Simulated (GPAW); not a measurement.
Crystal: NaH.

```
CELL_PARAMETERS angstrom
0.00000 2.44000 2.44000
2.44000 0.00000 2.44000
2.44000 2.44000 0.00000
ATOMIC_POSITIONS crystal
Na 0.00000 0.00000 0.00000
H 0.50000 0.50000 0.50000
```

```yaml
Program: GPAW 26.7.0
Task: single point
Functional: PBE
Potentials_or_basis: GPAW PAW data sets (gpaw-data 1.2.1)
Cutoff: 800 eV
Basis: pw
k_mesh: 9 × 9 × 9
Occupations: fermi-dirac, width 0.05 eV
Spin: no spin polarisation
```

On this cell: pressure -0.7 GPa; largest force zero by symmetry; band gap on the k mesh 4.02 eV, indirect (least direct gap 4.71 eV).

The same run follows on a disturbed copy (atoms moved at random, drawn with an rms of 0.05 Å):

```
Na H
1.0
     0.00000    2.44000    2.44000
     2.44000    0.00000    2.44000
     2.44000    2.44000    0.00000
Na H
1 1
Direct
  0.98740 0.00137 0.00601
  0.50056 0.49842 0.50487
```

**Question.** What changes?

**Answer.** The energy moves by +0.3 meV/atom; pressure -0.6 GPa; largest force 0.030 eV/Å; band gap on the k mesh 4.02 eV, indirect (least direct gap 4.70 eV).

Forces on the atoms (eV/Å):
```
Na  -0.007  0.022  0.019
H    0.007 -0.022 -0.019
```

Caveats: an odd mesh through Γ misses points on the zone boundary, where band edges often lie.
